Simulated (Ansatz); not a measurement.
# TaN: LAPW beside PAW, part 3 of 3

Does the method matter for TaN? The same cell, functional and mesh are run with full-potential LAPW, PAW with frozen cores and all-electron PAW on datasets made for the crystal.

Ansatz 0.2.0; DFT PBEsol; a database cell (COD). «Crystal datasets» are all-electron PAW datasets made for this crystal. Earlier steps stand in the parts before.

### Step 4. All-electron PAW on datasets made for the crystal

The input, input.yaml:

```yaml
crystal:
  lattice:
    - [5.1960008669, 0.0, 0.0]
    - [-2.5980004334, 4.4998687488, 0.0]
    - [0.0, 0.0, 2.911]
  atoms:
    - { symbol: Ta, position: [0.3333333333, 0.6666666667, 0.5] }
    - { symbol: Ta, position: [0.6666666667, 0.3333333333, 0.5] }
    - { symbol: Ta, position: [0.0, 0.0, 0.0] }
    - { symbol: "N", position: [0.39285, 0.0, 0.0] }
    - { symbol: "N", position: [0.60715, 0.60715, 0.0] }
    - { symbol: "N", position: [0.0, 0.39285, 0.0] }
kpoints:
  mp_grid: { grid: [6, 6, 9] }
  band_path:
    path:
      - [0.0, 0.0, 0.0]
      - [0.5, 0.0, 0.0]
      - [0.3333333333, 0.3333333333, 0.0]
      - [0.0, 0.0, 0.0]
      - [0.0, 0.0, 0.5]
      - [0.5, 0.0, 0.5]
      - [0.3333333333, 0.3333333333, 0.5]
      - [0.0, 0.0, 0.5]
      - [0.5, 0.0, 0.5]
    npoints: 8
scf:
  occupations: { method: fermi_dirac, width: 0.01 }
hamiltonian:
  xc: pbesol
  pseudopotentials: { kind: all_electron, datasets: crystal }
output:
  forces: true
  stress: true
  eigenvalues: true
  efg: { contact_densities: true }
```

Run with:

```bash
ansatz run input.yaml --threads 2 --pin off --max-ram 8192MiB --backend cpu --events-out ev --progress --plain --runs-dir out
```

What it wrote:

```text
hamiltonian.pseudopotentials.datasets: crystal makes datasets for this crystal and solves the spheres of its atoms anew in each pass: cutoff 520.0 eV, the density's 2080.0 eV; for an error of 0.50 meV an atom under PBE, 3.0 meV for the cell; an energy difference from a run of another recipe may be off by several times the error for the cell, under r2SCAN by more, where some 0.1 meV an atom stays at smaller errors; N in spheres of 0.831 Å, 5 of its electrons in bands; Ta in spheres of 1.201 Å, 27 of its electrons in bands
band count auto-derived: 64 (N_el = 96.0; filled up to band 48; 58 by the electrons, moments and atoms)
Ta: output.efg is read without spin–orbit coupling, which moves field gradients at and beside such atoms by some per cent and up to a factor of two; PAW files take it under magnetization.noncollinear and magnetization.spin_orbit
Engine: ansatz 0.2.0
Pseudopotentials: kind: all_electron
Pseudopotential: Ta, paw, valence charge 27, recommended cutoff 520 eV (normal), Koelling and Harmon's equation, gaussian nucleus
Pseudopotential: N, paw, valence charge 5, recommended cutoff 520 eV (normal), Koelling and Harmon's equation, gaussian nucleus
Functional definition: PBEsol
  exchange = pbesol_x
  correlation = pbesol_c
Crystal: 6 atoms, lattice volume = 68.063 Å³
Basis set: ecut = 520 eV, 1835 PW (Γ), exchange–correlation on 80×80×48 points (8 copies of the dense FFT grid, shifted against one another)
Bands: 64, of which v1, the nominal top of the filled ones, is band 48 counted from 1 (47 counted from 0)
Symmetry: 12 space group operations
Space group: P-62m (ITA 189), of the structure as read, at distance tolerance 4.1e-5 Å
k-points: 35 of 324 (time reversal used)
Non-local potential: Ta, projectors of the file, l = 0: 2, l = 1: 2, l = 2: 1, l = 3: 2
Non-local potential: N, projectors of the file, l = 0: 1, l = 1: 1
PAW form: soft (Blöchl's): semilocal exchange-correlation on the pseudo side does not see the compensation charge
PAW one-centre angular grid: Ta, 590 points (default); XC on its mesh's 1779 points in the sphere
PAW one-centre angular grid: N, 110 points (default); XC on its mesh's 1895 points in the sphere
Initial density: superposition of atomic densities (neutral atoms: chi_scale 0, normalization atom)
Initial wavefunctions: pseudopotential atomic-orbital guess
Functional: x = pbesol(κ = 0.804, μ = 0.12345679012345678), c = pbesol(β = 0.046)
iter 1 solved again at ethr=3.54e-2 eV; its pass at ethr=1.00e-1 eV (dr2=3.40e1 eV) is discarded
SCF iter   1: F=—  HF=-1277800.803815 eV  |F-HF|=—  |Δ(HF+E_count)|=         —  Δρ=2.02e-1  dr2=3.31e1  ethr=3.54e-2  ⟨swp⟩=2.0  Hψ=10576  notcnv=0
preconditioner: auto → Resta (q_TF=auto, 2.889 Å⁻¹)  ε∞=4.4  [insulator: Δε(μ)=0.049 eV  Ē_g=23.229 eV  σ=0.010 eV  W_gap=0.83  n_scr=32 (ndim 8)  ℏωp=42.7 eV  f_vac=0.000  D(μ)=0.93/eV (n_scr^D=6)  ε∞_Penn≈4.4]
iter 2 solved again at ethr=1.40e-3 eV; its pass at ethr=3.45e-2 eV (dr2=1.35e0 eV) is discarded
SCF iter   2: F=—  HF=-1277792.488518 eV  |F-HF|=—  |Δ(HF+E_count)|=    8.32e0  Δρ=5.44e-2  dr2=1.35e0  ethr=1.40e-3  ⟨swp⟩=2.2  Hψ=9821  notcnv=0
SCF iter   3: F=—  HF=-1277792.056625 eV  |F-HF|=—  |Δ(HF+E_count)|=   4.32e-1  Δρ=3.08e-2  dr2=3.43e-1  ethr=1.40e-3  ⟨swp⟩=3.0  Hψ=4648  notcnv=0
SCF iter   4: F=—  HF=-1277791.992048 eV  |F-HF|=—  |Δ(HF+E_count)|=   6.46e-2  Δρ=1.22e-2  dr2=4.06e-2  ethr=3.58e-4  ⟨swp⟩=3.2  Hψ=5484  notcnv=0  defer=1
SCF iter   5: F=—  HF=-1277791.988347 eV  |F-HF|=—  |Δ(HF+E_count)|=   3.70e-3  Δρ=2.65e-3  dr2=2.38e-3  ethr=4.23e-5  ⟨swp⟩=3.0  Hψ=5312  notcnv=0
SCF iter   6: F=—  HF=-1277791.990352 eV  |F-HF|=—  |Δ(HF+E_count)|=   2.01e-3  Δρ=5.26e-4  dr2=1.42e-4  ethr=2.48e-6  ⟨swp⟩=3.2  Hψ=4759  notcnv=0  defer=1
SCF iter   7: F=—  HF=-1277791.990347 eV  |F-HF|=—  |Δ(HF+E_count)|=   5.30e-6  Δρ=1.55e-4  dr2=1.21e-5  ethr=1.48e-7  ⟨swp⟩=3.0  Hψ=5016  notcnv=0  defer=1
SCF iter   8: F=—  HF=-1277791.990329 eV  |F-HF|=—  |Δ(HF+E_count)|=   1.77e-5  Δρ=7.86e-5  dr2=4.75e-6  ethr=1.26e-8  ⟨swp⟩=3.0  Hψ=4449  notcnv=0
SCF iter   9: F=—  HF=-1277791.990328 eV  |F-HF|=—  |Δ(HF+E_count)|=   8.42e-7  Δρ=3.22e-5  dr2=1.10e-6  ethr=4.94e-9  ⟨swp⟩=2.9  Hψ=3968  notcnv=0
SCF iter  10: F=-1277791.990328 eV  HF=-1277791.990328 eV  |F-HF|=3.33e-8  |Δ(HF+E_count)|=   8.24e-8  Δρ=9.65e-6  dr2=6.98e-8  ethr=1.15e-9  ⟨swp⟩=2.1  Hψ=3926  notcnv=0
SCF 1 converged in 10 iterations: F = -1277791.990328 eV  dr2 = 6.98e-8
  Residual-converged pass: ⟨swp⟩=3.9  Hψ=4633  notcnv=0  max |occ|·‖R‖ = 6.6e-6 eV (tolerance 6.7e-6 eV)  dr2=7.06e-8  dr2_onsite=4.08e-8  max |Δocc| = 8.8e-10
NSCF: frozen V_eff on 65 k-points
SCF converged after 10 iterations
Free energy (F): -1277791.990328 eV
Harris-Foulkes:  -1277791.990328 eV  (|F-HF|=3.33e-8)
Internal energy: -1277791.989344 eV  (E = F + TS)
E sigma→0 (E₀):  -1277791.989836 eV
Entropy (-TS):   -0.000984 eV (-0.164 meV/atom)
Past the cutoff: the bands carry plane waves up to 1.75 times it, of which those up to 1.5 times it add -0.000258 eV an atom, each by itself; the spheres take 0.000177 eV an atom off the energy for waves past 1.75 times it
By the cutoff:   a pressure is off by up to 0.007 GPa (1.2 times the spheres' own share and the shells' term, over an atom's volume, and 0.004 GPa: a bound that held against runs at twice the plane waves)
Past the cutoffs: a stress includes 0.0022 GPa for waves and charges beyond them, in addition to the slope of what the spheres take
In the spheres:  the bands' charges fall short by 1.6e-6 e at most (sound up to 1e-3)
Fermi energy:    24.488812 eV
--- Per-component energies (eV) ---
  The terms above E_closure are by the made datasets' own strengths, without shells solved beside the bands.
--- Forces (eV/Å), atoms counted from 1 ---
  atom   1  Ta     0.00000000    -0.00000000     0.00000000
  atom   2  Ta     0.00000000     0.00000000     0.00000000
  atom   3  Ta    -0.00000000     0.00000000     0.00000000
  atom   4  N      0.00904225    -0.00000000     0.00000000
  atom   5  N     -0.00452112    -0.00783081     0.00000000
  atom   6  N     -0.00452112     0.00783081     0.00000000
  max |Σ_I F_I| component: 1.76e-16 eV/Å
--- Stress (GPa, compression-positive) ---
       -3.372493       0.000000       0.000000
       -0.000000      -3.372493       0.000000
        0.000000       0.000000      -4.643125
  P = ⅓ Tr σ = -3.7960 GPa (-37.960 kbar)
--- PAW observables at the nuclei: V_zz in 10²¹ V/m², potentials from the cell's mean, atoms counted from 1 ---
  atom   1  Ta V_zz =   -18.027620   η = 0.0000   by run symmetry: allowed
            electrostatic potential = -14496.449145 V   contact ρ = 8140150.005191 e/Å³
  atom   2  Ta V_zz =   -18.027620   η = 0.0000   by run symmetry: allowed
            electrostatic potential = -14496.449145 V   contact ρ = 8140150.005191 e/Å³
  atom   3  Ta V_zz =   +10.788741   η = 0.0000   by run symmetry: allowed
            electrostatic potential = -14497.028037 V   contact ρ = 8140211.173020 e/Å³
  atom   4  N  V_zz =    -1.388684   η = 0.3140   by run symmetry: allowed
            electrostatic potential = -527.373304 V   contact ρ = 1404.160610 e/Å³
  atom   5  N  V_zz =    -1.388684   η = 0.3140   by run symmetry: allowed
            electrostatic potential = -527.373304 V   contact ρ = 1404.160609 e/Å³
  atom   6  N  V_zz =    -1.388684   η = 0.3140   by run symmetry: allowed
            electrostatic potential = -527.373304 V   contact ρ = 1404.160609 e/Å³
--- Band table (eV; the first three rows and the last of 35) ---
  k-point 0: bands = ["-44.7916", "-44.7464", "-44.1705", "-11.6230", "-11.6230", "-11.2702", "-11.2702", "-11.0953", "-10.9857", "-10.8391", "-10.8391", "-10.2176", "3.4139", "3.4139", "3.4141", "3.4327", "3.4327", "3.4328", "3.4361", "3.4361", "3.4436", "3.4436", "3.4661", "3.4695", "3.4748", "3.4929", "3.9699", "4.0067", "4.0292", "4.0292", "4.0366", "4.0366", "4.0930", "6.2582", "8.9873", "8.9873", "15.1122", "17.9483", "17.9483", "18.0236", "18.7614", "18.7614", "19.4913", "19.4913", "20.2712", "21.1889", "22.5931", "23.5949", "23.5949", "25.0761", "25.0761", "26.3400", "26.4193", "26.4193", "27.0411", "27.6898", "27.6898", "29.7447"]
  k-point 1: bands = ["-44.7863", "-44.7413", "-44.1659", "-11.6057", "-11.6057", "-11.2517", "-11.2517", "-11.2020", "-11.0810", "-10.8380", "-10.8380", "-10.2991", "3.4150", "3.4150", "3.4167", "3.4320", "3.4320", "3.4333", "3.4409", "3.4409", "3.4422", "3.4422", "3.4663", "3.4687", "3.4696", "3.4869", "3.9717", "4.0069", "4.0283", "4.0283", "4.0396", "4.0396", "4.0870", "6.4888", "8.9236", "8.9236", "15.5236", "17.7239", "17.7239", "18.2150", "18.6696", "18.6696", "19.4325", "19.4325", "19.6093", "21.6479", "23.1055", "23.1055", "23.1704", "25.6956", "25.6956", "26.4725", "26.4725", "26.5409", "27.2679", "27.7197", "27.7197", "29.6162"]
  k-point 2: bands = ["-44.7729", "-44.7284", "-44.1544", "-11.5616", "-11.5616", "-11.4641", "-11.3163", "-11.2028", "-11.2028", "-10.8373", "-10.8373", "-10.5010", "3.4118", "3.4118", "3.4221", "3.4345", "3.4357", "3.4357", "3.4413", "3.4413", "3.4521", "3.4521", "3.4537", "3.4667", "3.4698", "3.4726", "3.9752", "4.0075", "4.0261", "4.0261", "4.0470", "4.0470", "4.0729", "7.1026", "8.7547", "8.7547", "16.6198", "17.2114", "17.2114", "17.8072", "18.4522", "18.4522", "19.2376", "19.2733", "19.2733", "22.6377", "22.6377", "22.9211", "24.4786", "25.9563", "25.9563", "26.6072", "26.6072", "27.1203", "27.8579", "28.2036", "28.2036", "29.3913"]
  k-point 34: bands = ["-44.7258", "-44.7258", "-44.1326", "-11.8493", "-11.8493", "-11.5421", "-11.2892", "-11.2892", "-11.0468", "-10.8415", "-10.8349", "-10.8349", "3.3893", "3.4092", "3.4092", "3.4372", "3.4440", "3.4440", "3.4480", "3.4480", "3.4513", "3.4513", "3.4611", "3.4706", "3.4706", "3.4745", "3.9768", "4.0082", "4.0216", "4.0216", "4.0494", "4.0606", "4.0606", "8.0893", "8.7136", "8.7136", "16.3492", "16.3492", "17.2530", "17.2667", "17.2667", "18.0015", "18.0020", "20.3966", "20.3966", "22.0691", "22.0691", "22.7834", "26.7663", "26.7663", "27.0214", "27.3279", "27.3279", "28.1887", "28.4422", "28.4422", "29.8724", "30.6014"]
```

It took 70 s on 2 threads of Intel Xeon 6975P-C (Granite Rapids), shared host; peak memory 1.9 GiB.

Read from it: pressure -3.80 GPa; no gap; largest force 0.009 eV/Å; Vzz Ta1 -18.03 (η = 0.00), Ta3 10.79 (η = 0.00), N4 -1.39 (η = 0.31) (10²¹ V/m²).

```
atom  contact density (e/Å³)
 Ta1                 8140150
 Ta3                 8140211
  N4                1404.161
```

### Step 5. Side by side

| method | pressure (GPa) | largest force (eV/Å) | Vzz Ta1 (10²¹ V/m²) | Vzz Ta3 (10²¹ V/m²) | Vzz N4 (10²¹ V/m²) | SCF cycles, all passes |
| --- | --- | --- | --- | --- | --- | --- |
| LAPW | -3.79 | 0.009 | – | – | – | 12 |
| PAW | -3.78 | 0.023 | -19.77 | 13.78 | -1.42 | 7 |
| crystal datasets | -3.80 | 0.009 | -18.03 | 10.79 | -1.39 | 10 |

### Step 6. Outcome

What follows sums up all 3 parts.

```
           quantity                                               value
           pressure   LAPW -3.79, PAW -3.78, crystal datasets -3.80 GPa
         gap (LAPW)                                                none
      largest force  LAPW 0.009, PAW 0.023, crystal datasets 0.009 eV/Å
Bader charges (PAW)                    Ta1 +1.84, Ta3 +1.26, N4 -1.65 e
  highest ELF (PAW)                                 0.85, 0.64 Å from N
```

What this shows: At this geometry the cell is under tension of 3.8 GPa, so it would shrink if let go. Bands cross the Fermi level: the crystal is a metal at this level. Ta 5d carries the largest share, 78 %, of the projected states within 0.3 eV of the Fermi level. The projection holds only the free atom's occupied shells (Ta 6s, Ta 5d, N 2s, N 2p in this range). The field gradient at Ta1, the largest by crystal datasets, is -19.77 by PAW and -18.03 by crystal datasets (10²¹ V/m²); frozen cores can miss part of the core's response. Spin–orbit coupling is left out, which moves gradients at and beside heavy atoms by some per cent and at worst by a factor of two. In pressure, PAW differs from LAPW by +0.01 GPa. The price, with the outputs that each input asks for: 97 s for LAPW against 28 s for PAW, about 3 to one. Spin-orbit coupling is left out, though the cell holds Ta; in elements this heavy it can shift bands and gaps by tenths of an eV.
